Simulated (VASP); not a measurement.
# PbS (Galena) (Fm-3m) in VASP: a series of runs, part 3 of 8

VASP 6.6.1. The steps go on from the part before.

## Step 27: Equation of state, PBEsol, 26.87 Å³/atom

File INCAR:

```
PREC     = Accurate       # precision mode
ENCUT    = 500            # plane-wave cutoff, eV
EDIFF    = 1E-7           # SCF threshold, eV
ISMEAR   = 0              # smearing method
SIGMA    = 0.05           # smearing width, eV
LREAL    = F              # projectors in reciprocal space
LASPH    = T              # aspherical terms in the spheres
NELM     = 100            # most SCF steps
ALGO     = Normal         # electronic algorithm
ISIF     = 2              # what is computed and relaxed
LWAVE    = F              # write WAVECAR
LCHARG   = F              # write CHGCAR
GGA      = PS             # functional
ADDGRID  = F
```

File KPOINTS:

```
Automatic mesh
0
Gamma
  2 2 2
```

File POSCAR:

```
PbS
1.0
    0.0000000000      2.9951157712      2.9951157712
    2.9951157712      0.0000000000      2.9951157712
    2.9951157712      2.9951157712      0.0000000000
Pb S
1 1
Direct
    0.0000000000      0.0000000000      0.0000000000
    0.5000000000      0.5000000000      0.5000000000
```

Potentials or basis: VASP PAW PBE potentials, release 64 (Pb_d, S).

On the command line:

```console
> cat potpaw_PBE.64/Pb_d/POTCAR potpaw_PBE.64/S/POTCAR > POTCAR
> mpirun -np 1 vasp_std > vasp.out
```

Run time: 3 s. Hardware: 1 thread of Intel Xeon 6975P-C (Granite Rapids), shared host; peak memory 0.17 GiB.

The run converged, but some of its settings lie outside the range that counts as converged, so its numbers aren't taken as properties of the crystal.

Results:

```
Free energy            : -8.0799 eV
Pressure               : 4.9 GPa
Band gap on the k mesh : 0.12 eV, direct
```

Caveat: the k mesh is coarse (spacing up to 0.91 Å⁻¹), so the values aren't converged; the PAW data sets were made with another functional, which shifts forces and pressure a little; spin-orbit coupling is left out, which as a rule narrows the gap of such compounds by several tenths of an eV.

## Step 28: Equation of state, PBEsol, 25.30 Å³/atom

INCAR, as its differences from that of step 27:

```diff
@@ -1,3 +1,3 @@
 PREC     = Accurate       # precision mode
-ENCUT    = 500            # plane-wave cutoff, eV
+ENCUT    = 600            # plane-wave cutoff, eV
 EDIFF    = 1E-7           # SCF threshold, eV
```

KPOINTS is that of step 27.

File POSCAR:

```
PbS
1.0
    0.0000000000      2.9357908810      2.9357908810
    2.9357908810      0.0000000000      2.9357908810
    2.9357908810      2.9357908810      0.0000000000
Pb S
1 1
Direct
    0.0000000000      0.0000000000      0.0000000000
    0.5000000000      0.5000000000      0.5000000000
```

On the command line:

```console
> cat potpaw_PBE.64/Pb_d/POTCAR potpaw_PBE.64/S/POTCAR > POTCAR
> mpirun -np 1 vasp_std > vasp.out
```

It took 4.2 s on 1 thread of Intel Xeon 6975P-C (Granite Rapids), shared host; peak memory 0.19 GiB.

The run converged, but some of its settings lie outside the range that counts as converged, so its numbers aren't taken as properties of the crystal.

Results:

| Quantity | Value |
| --- | --- |
| Free energy | -7.9761 eV |
| Pressure | 5.0 GPa |
| Band gap on the k mesh | 0.01 eV, direct |

Caveat: the k mesh is coarse (spacing up to 0.93 Å⁻¹), so the values aren't converged; the PAW data sets were made with another functional, which shifts forces and pressure a little; spin-orbit coupling is left out, which as a rule narrows the gap of such compounds by several tenths of an eV.

## Step 29: Equation of state, PBEsol, 26.87 Å³/atom

INCAR is that of step 28.

KPOINTS is that of step 28.

File POSCAR:

```
PbS
1.0
    0.0000000000      2.9951157712      2.9951157712
    2.9951157712      0.0000000000      2.9951157712
    2.9951157712      2.9951157712      0.0000000000
Pb S
1 1
Direct
    0.0000000000      0.0000000000      0.0000000000
    0.5000000000      0.5000000000      0.5000000000
```

On the command line:

```console
> cat potpaw_PBE.64/Pb_d/POTCAR potpaw_PBE.64/S/POTCAR > POTCAR
> mpirun -np 1 vasp_std > vasp.out
```

Wall time 4.1 s (1 thread of Intel Xeon 6975P-C (Granite Rapids), shared host); peak memory 0.19 GiB.

The run converged, but some of its settings lie outside the range that counts as converged, so its numbers aren't taken as properties of the crystal.

What came out:

- Free energy: -8.0803 eV
- Pressure: 4.9 GPa
- Band gap on the k mesh: 0.12 eV, direct

Caveat: the k mesh is coarse (spacing up to 0.91 Å⁻¹), so the values aren't converged; the PAW data sets were made with another functional, which shifts forces and pressure a little; spin-orbit coupling is left out, which as a rule narrows the gap of such compounds by several tenths of an eV.

## Step 30: Equation of state, PBEsol, 25.30 Å³/atom

INCAR, as its differences from that of step 29:

```diff
@@ -1,3 +1,3 @@
 PREC     = Accurate       # precision mode
-ENCUT    = 600            # plane-wave cutoff, eV
+ENCUT    = 300            # plane-wave cutoff, eV
 EDIFF    = 1E-7           # SCF threshold, eV
```

File KPOINTS:

```
Automatic mesh
0
Gamma
  3 3 3
```

File POSCAR:

```
PbS
1.0
    0.0000000000      2.9357908810      2.9357908810
    2.9357908810      0.0000000000      2.9357908810
    2.9357908810      2.9357908810      0.0000000000
Pb S
1 1
Direct
    0.0000000000      0.0000000000      0.0000000000
    0.5000000000      0.5000000000      0.5000000000
```

Potentials or basis: VASP PAW PBE potentials, release 64 (Pb_d, S).

On the command line:

```console
> cat potpaw_PBE.64/Pb_d/POTCAR potpaw_PBE.64/S/POTCAR > POTCAR
> mpirun -np 1 vasp_std > vasp.out
```

It took 1.7 s on 1 thread of Intel Xeon 6975P-C (Granite Rapids), shared host; peak memory 0.13 GiB.

These settings aren't checked as converged: the numbers below hold their error.

Results:

```
Free energy : -9.5885 eV
Pressure    : -0.8 GPa
```

Caveat: the k mesh is coarse (spacing up to 0.62 Å⁻¹), so the values aren't converged; the cutoff is under 1.25 times the usual one of these potentials, so pressure, stress and relaxed cells hold a basis-set (Pulay) error; this odd mesh misses L, where the gap lies, so gap, dielectric constants and Born charges aren't listed; the PAW data sets were made with another functional, which shifts forces and pressure a little.

## Step 31: Equation of state, PBEsol, 26.87 Å³/atom

INCAR is that of step 30.

KPOINTS is that of step 30.

File POSCAR:

```
PbS
1.0
    0.0000000000      2.9951157712      2.9951157712
    2.9951157712      0.0000000000      2.9951157712
    2.9951157712      2.9951157712      0.0000000000
Pb S
1 1
Direct
    0.0000000000      0.0000000000      0.0000000000
    0.5000000000      0.5000000000      0.5000000000
```

On the command line:

```console
> cat potpaw_PBE.64/Pb_d/POTCAR potpaw_PBE.64/S/POTCAR > POTCAR
> mpirun -np 1 vasp_std > vasp.out
```

Run time: 1.7 s. Hardware: 1 thread of Intel Xeon 6975P-C (Granite Rapids), shared host; peak memory 0.13 GiB.

These settings aren't checked as converged: the numbers below hold their error.

What came out:

* Free energy: -9.5514 eV
* Pressure: -3.9 GPa

Caveat: the k mesh is coarse (spacing up to 0.61 Å⁻¹), so the values aren't converged; the cutoff is under 1.25 times the usual one of these potentials, so pressure, stress and relaxed cells hold a basis-set (Pulay) error; this odd mesh misses L, where the gap lies, so gap, dielectric constants and Born charges aren't listed; the PAW data sets were made with another functional, which shifts forces and pressure a little.

## Step 32: Equation of state, PBEsol, 25.30 Å³/atom

INCAR, as its differences from that of step 31:

```diff
@@ -1,3 +1,3 @@
 PREC     = Accurate       # precision mode
-ENCUT    = 300            # plane-wave cutoff, eV
+ENCUT    = 350            # plane-wave cutoff, eV
 EDIFF    = 1E-7           # SCF threshold, eV
```

KPOINTS is that of step 31.

File POSCAR:

```
PbS
1.0
    0.0000000000      2.9357908810      2.9357908810
    2.9357908810      0.0000000000      2.9357908810
    2.9357908810      2.9357908810      0.0000000000
Pb S
1 1
Direct
    0.0000000000      0.0000000000      0.0000000000
    0.5000000000      0.5000000000      0.5000000000
```

On the command line:

```console
> cat potpaw_PBE.64/Pb_d/POTCAR potpaw_PBE.64/S/POTCAR > POTCAR
> mpirun -np 1 vasp_std > vasp.out
```

It took 2.3 s on 1 thread of Intel Xeon 6975P-C (Granite Rapids), shared host; peak memory 0.15 GiB.

The run converged, but some of its settings lie outside the range that counts as converged, so its numbers aren't taken as properties of the crystal.

Results:

| Quantity | Value |
| --- | --- |
| Free energy | -9.5878 eV |
| Pressure | -0.6 GPa |

Caveat: the k mesh is coarse (spacing up to 0.62 Å⁻¹), so the values aren't converged; this odd mesh misses L, where the gap lies, so gap, dielectric constants and Born charges aren't listed; the PAW data sets were made with another functional, which shifts forces and pressure a little.

## Step 33: Equation of state, PBEsol, 26.87 Å³/atom

INCAR is that of step 32.

KPOINTS is that of step 32.

File POSCAR:

```
PbS
1.0
    0.0000000000      2.9951157712      2.9951157712
    2.9951157712      0.0000000000      2.9951157712
    2.9951157712      2.9951157712      0.0000000000
Pb S
1 1
Direct
    0.0000000000      0.0000000000      0.0000000000
    0.5000000000      0.5000000000      0.5000000000
```

Potentials or basis: VASP PAW PBE potentials, release 64 (Pb_d, S).

On the command line:

```console
> cat potpaw_PBE.64/Pb_d/POTCAR potpaw_PBE.64/S/POTCAR > POTCAR
> mpirun -np 1 vasp_std > vasp.out
```

It took 2.3 s on 1 thread of Intel Xeon 6975P-C (Granite Rapids), shared host; peak memory 0.14 GiB.

These settings aren't checked as converged: the numbers below hold their error.

Results:

| Property | Result |
| --- | --- |
| Free energy | -9.5514 eV |
| Pressure | -3.7 GPa |

Caveat: the k mesh is coarse (spacing up to 0.61 Å⁻¹), so the values aren't converged; this odd mesh misses L, where the gap lies, so gap, dielectric constants and Born charges aren't listed; the PAW data sets were made with another functional, which shifts forces and pressure a little.

## Step 34: Equation of state, PBEsol, 25.30 Å³/atom

INCAR, as its differences from that of step 33:

```diff
@@ -1,3 +1,3 @@
 PREC     = Accurate       # precision mode
-ENCUT    = 350            # plane-wave cutoff, eV
+ENCUT    = 200            # plane-wave cutoff, eV
 EDIFF    = 1E-7           # SCF threshold, eV
```

File KPOINTS:

```
Automatic mesh
0
Gamma
  4 4 4
```

File POSCAR:

```
PbS
1.0
    0.0000000000      2.9357908810      2.9357908810
    2.9357908810      0.0000000000      2.9357908810
    2.9357908810      2.9357908810      0.0000000000
Pb S
1 1
Direct
    0.0000000000      0.0000000000      0.0000000000
    0.5000000000      0.5000000000      0.5000000000
```

On the command line:

```console
> cat potpaw_PBE.64/Pb_d/POTCAR potpaw_PBE.64/S/POTCAR > POTCAR
> mpirun -np 1 vasp_std > vasp.out
```

It took 1.9 s on 1 thread of Intel Xeon 6975P-C (Granite Rapids), shared host; peak memory 0.12 GiB.

The run converged, but a check on its numbers failed (symmetry, net force, bounds or a known fault of this set-up), so they aren't taken as properties of the crystal.

Caveat: the k mesh is coarse (spacing up to 0.46 Å⁻¹), so the values aren't converged; the cutoff lies under the usual one of these potentials, so the numbers hold a large basis-set error; the PAW data sets were made with another functional, which shifts forces and pressure a little; spin-orbit coupling is left out, which as a rule narrows the gap of such compounds by several tenths of an eV.

## Step 35: Equation of state, PBEsol, 26.87 Å³/atom

INCAR is that of step 34.

KPOINTS is that of step 34.

File POSCAR:

```
PbS
1.0
    0.0000000000      2.9951157712      2.9951157712
    2.9951157712      0.0000000000      2.9951157712
    2.9951157712      2.9951157712      0.0000000000
Pb S
1 1
Direct
    0.0000000000      0.0000000000      0.0000000000
    0.5000000000      0.5000000000      0.5000000000
```

On the command line:

```console
> cat potpaw_PBE.64/Pb_d/POTCAR potpaw_PBE.64/S/POTCAR > POTCAR
> mpirun -np 1 vasp_std > vasp.out
```

It took 1.9 s on 1 thread of Intel Xeon 6975P-C (Granite Rapids), shared host; peak memory 0.12 GiB.

The run converged, but a check on its numbers failed (symmetry, net force, bounds or a known fault of this set-up), so they aren't taken as properties of the crystal.

Caveat: the k mesh is coarse (spacing up to 0.45 Å⁻¹), so the values aren't converged; the cutoff lies under the usual one of these potentials, so the numbers hold a large basis-set error; the PAW data sets were made with another functional, which shifts forces and pressure a little; spin-orbit coupling is left out, which as a rule narrows the gap of such compounds by several tenths of an eV.

## Step 36: Equation of state, PBEsol, 25.30 Å³/atom

INCAR, as its differences from that of step 35:

```diff
@@ -1,3 +1,3 @@
 PREC     = Accurate       # precision mode
-ENCUT    = 200            # plane-wave cutoff, eV
+ENCUT    = 400            # plane-wave cutoff, eV
 EDIFF    = 1E-7           # SCF threshold, eV
```

File KPOINTS:

```
Automatic mesh
0
Gamma
  3 3 3
```

File POSCAR:

```
PbS
1.0
    0.0000000000      2.9357908810      2.9357908810
    2.9357908810      0.0000000000      2.9357908810
    2.9357908810      2.9357908810      0.0000000000
Pb S
1 1
Direct
    0.0000000000      0.0000000000      0.0000000000
    0.5000000000      0.5000000000      0.5000000000
```

Potentials or basis: VASP PAW PBE potentials, release 64 (Pb_d, S).

On the command line:

```console
> cat potpaw_PBE.64/Pb_d/POTCAR potpaw_PBE.64/S/POTCAR > POTCAR
> mpirun -np 1 vasp_std > vasp.out
```

Run time: 2.5 s. Hardware: 1 thread of Intel Xeon 6975P-C (Granite Rapids), shared host; peak memory 0.14 GiB.

These settings aren't checked as converged: the numbers below hold their error.

What came out:

```
Free energy : -9.5895 eV
Pressure    : -0.3 GPa
```

Caveat: the k mesh is coarse (spacing up to 0.62 Å⁻¹), so the values aren't converged; this odd mesh misses L, where the gap lies, so gap, dielectric constants and Born charges aren't listed; the PAW data sets were made with another functional, which shifts forces and pressure a little.

## Step 37: Equation of state, PBEsol, 26.87 Å³/atom

INCAR is that of step 36.

KPOINTS is that of step 36.

File POSCAR:

```
PbS
1.0
    0.0000000000      2.9951157712      2.9951157712
    2.9951157712      0.0000000000      2.9951157712
    2.9951157712      2.9951157712      0.0000000000
Pb S
1 1
Direct
    0.0000000000      0.0000000000      0.0000000000
    0.5000000000      0.5000000000      0.5000000000
```

On the command line:

```console
> cat potpaw_PBE.64/Pb_d/POTCAR potpaw_PBE.64/S/POTCAR > POTCAR
> mpirun -np 1 vasp_std > vasp.out
```

Wall time 2.2 s (1 thread of Intel Xeon 6975P-C (Granite Rapids), shared host); peak memory 0.15 GiB.

The run converged, but some of its settings lie outside the range that counts as converged, so its numbers aren't taken as properties of the crystal.

Results:

```yaml
Free_energy: -9.5522 eV
Pressure: -3.5 GPa
```

Caveat: the k mesh is coarse (spacing up to 0.61 Å⁻¹), so the values aren't converged; this odd mesh misses L, where the gap lies, so gap, dielectric constants and Born charges aren't listed; the PAW data sets were made with another functional, which shifts forces and pressure a little.

## Step 38: Equation of state, PBEsol, 25.30 Å³/atom

INCAR, as its differences from that of step 37:

```diff
@@ -1,3 +1,3 @@
 PREC     = Accurate       # precision mode
-ENCUT    = 400            # plane-wave cutoff, eV
+ENCUT    = 500            # plane-wave cutoff, eV
 EDIFF    = 1E-7           # SCF threshold, eV
```

KPOINTS is that of step 37.

File POSCAR:

```
PbS
1.0
    0.0000000000      2.9357908810      2.9357908810
    2.9357908810      0.0000000000      2.9357908810
    2.9357908810      2.9357908810      0.0000000000
Pb S
1 1
Direct
    0.0000000000      0.0000000000      0.0000000000
    0.5000000000      0.5000000000      0.5000000000
```

On the command line:

```console
> cat potpaw_PBE.64/Pb_d/POTCAR potpaw_PBE.64/S/POTCAR > POTCAR
> mpirun -np 1 vasp_std > vasp.out
```

It took 3 s on 1 thread of Intel Xeon 6975P-C (Granite Rapids), shared host; peak memory 0.16 GiB.

These settings aren't checked as converged: the numbers below hold their error.

What came out:

* Free energy: -9.5894 eV
* Pressure: -0.3 GPa

Caveat: the k mesh is coarse (spacing up to 0.62 Å⁻¹), so the values aren't converged; this odd mesh misses L, where the gap lies, so gap, dielectric constants and Born charges aren't listed; the PAW data sets were made with another functional, which shifts forces and pressure a little.

## Step 39: Equation of state, PBEsol, 26.87 Å³/atom

INCAR is that of step 38.

KPOINTS is that of step 38.

File POSCAR:

```
PbS
1.0
    0.0000000000      2.9951157712      2.9951157712
    2.9951157712      0.0000000000      2.9951157712
    2.9951157712      2.9951157712      0.0000000000
Pb S
1 1
Direct
    0.0000000000      0.0000000000      0.0000000000
    0.5000000000      0.5000000000      0.5000000000
```

Potentials or basis: VASP PAW PBE potentials, release 64 (Pb_d, S).

On the command line:

```console
> cat potpaw_PBE.64/Pb_d/POTCAR potpaw_PBE.64/S/POTCAR > POTCAR
> mpirun -np 1 vasp_std > vasp.out
```

Run time: 3.1 s. Hardware: 1 thread of Intel Xeon 6975P-C (Granite Rapids), shared host; peak memory 0.17 GiB.

These settings aren't checked as converged: the numbers below hold their error.

Results:

```
Free energy : -9.5522 eV
Pressure    : -3.5 GPa
```

Caveat: the k mesh is coarse (spacing up to 0.61 Å⁻¹), so the values aren't converged; this odd mesh misses L, where the gap lies, so gap, dielectric constants and Born charges aren't listed; the PAW data sets were made with another functional, which shifts forces and pressure a little.

## Step 40: Equation of state, PBEsol, 25.30 Å³/atom

INCAR, as its differences from that of step 39:

```diff
@@ -1,3 +1,3 @@
 PREC     = Accurate       # precision mode
-ENCUT    = 500            # plane-wave cutoff, eV
+ENCUT    = 300            # plane-wave cutoff, eV
 EDIFF    = 1E-7           # SCF threshold, eV
```

File KPOINTS:

```
Automatic mesh
0
Gamma
  4 4 4
```

File POSCAR:

```
PbS
1.0
    0.0000000000      2.9357908810      2.9357908810
    2.9357908810      0.0000000000      2.9357908810
    2.9357908810      2.9357908810      0.0000000000
Pb S
1 1
Direct
    0.0000000000      0.0000000000      0.0000000000
    0.5000000000      0.5000000000      0.5000000000
```

On the command line:

```console
> cat potpaw_PBE.64/Pb_d/POTCAR potpaw_PBE.64/S/POTCAR > POTCAR
> mpirun -np 1 vasp_std > vasp.out
```

Run time: 2.3 s. Hardware: 1 thread of Intel Xeon 6975P-C (Granite Rapids), shared host; peak memory 0.13 GiB.

These settings aren't checked as converged: the numbers below hold their error.

What came out:

| Item | Value |
| --- | --- |
| Free energy | -9.4397 eV |
| Pressure | 0.5 GPa |
| Band gap on the k mesh | 0.14 eV, direct |

Caveat: the k mesh is coarse (spacing up to 0.46 Å⁻¹), so the values aren't converged; the cutoff is under 1.25 times the usual one of these potentials, so pressure, stress and relaxed cells hold a basis-set (Pulay) error; the PAW data sets were made with another functional, which shifts forces and pressure a little; spin-orbit coupling is left out, which as a rule narrows the gap of such compounds by several tenths of an eV.

## Step 41: Equation of state, PBEsol, 26.87 Å³/atom

INCAR is that of step 40.

KPOINTS is that of step 40.

File POSCAR:

```
PbS
1.0
    0.0000000000      2.9951157712      2.9951157712
    2.9951157712      0.0000000000      2.9951157712
    2.9951157712      2.9951157712      0.0000000000
Pb S
1 1
Direct
    0.0000000000      0.0000000000      0.0000000000
    0.5000000000      0.5000000000      0.5000000000
```

On the command line:

```console
> cat potpaw_PBE.64/Pb_d/POTCAR potpaw_PBE.64/S/POTCAR > POTCAR
> mpirun -np 1 vasp_std > vasp.out
```

Run time: 2.4 s. Hardware: 1 thread of Intel Xeon 6975P-C (Granite Rapids), shared host; peak memory 0.13 GiB.

The run converged, but some of its settings lie outside the range that counts as converged, so its numbers aren't taken as properties of the crystal.

What came out:

* Free energy: -9.4260 eV
* Pressure: -2.8 GPa
* Band gap on the k mesh: 0.36 eV, direct

Caveat: the k mesh is coarse (spacing up to 0.45 Å⁻¹), so the values aren't converged; the cutoff is under 1.25 times the usual one of these potentials, so pressure, stress and relaxed cells hold a basis-set (Pulay) error; the PAW data sets were made with another functional, which shifts forces and pressure a little; spin-orbit coupling is left out, which as a rule narrows the gap of such compounds by several tenths of an eV.

## Step 42: Equation of state, PBEsol, 25.30 Å³/atom

INCAR, as its differences from that of step 41:

```diff
@@ -1,3 +1,3 @@
 PREC     = Accurate       # precision mode
-ENCUT    = 300            # plane-wave cutoff, eV
+ENCUT    = 200            # plane-wave cutoff, eV
 EDIFF    = 1E-7           # SCF threshold, eV
```

File KPOINTS:

```
Automatic mesh
0
Gamma
  5 5 5
```

File POSCAR:

```
PbS
1.0
    0.0000000000      2.9357908810      2.9357908810
    2.9357908810      0.0000000000      2.9357908810
    2.9357908810      2.9357908810      0.0000000000
Pb S
1 1
Direct
    0.0000000000      0.0000000000      0.0000000000
    0.5000000000      0.5000000000      0.5000000000
```

Potentials or basis: VASP PAW PBE potentials, release 64 (Pb_d, S).

On the command line:

```console
> cat potpaw_PBE.64/Pb_d/POTCAR potpaw_PBE.64/S/POTCAR > POTCAR
> mpirun -np 1 vasp_std > vasp.out
```

Run time: 2 s. Hardware: 1 thread of Intel Xeon 6975P-C (Granite Rapids), shared host; peak memory 0.11 GiB.

The run converged, but a check on its numbers failed (symmetry, net force, bounds or a known fault of this set-up), so they aren't taken as properties of the crystal.

Caveat: the cutoff lies under the usual one of these potentials, so the numbers hold a large basis-set error; this odd mesh misses L, where the gap lies, so gap, dielectric constants and Born charges aren't listed; the PAW data sets were made with another functional, which shifts forces and pressure a little.

(Continued in part 4 of 8.)
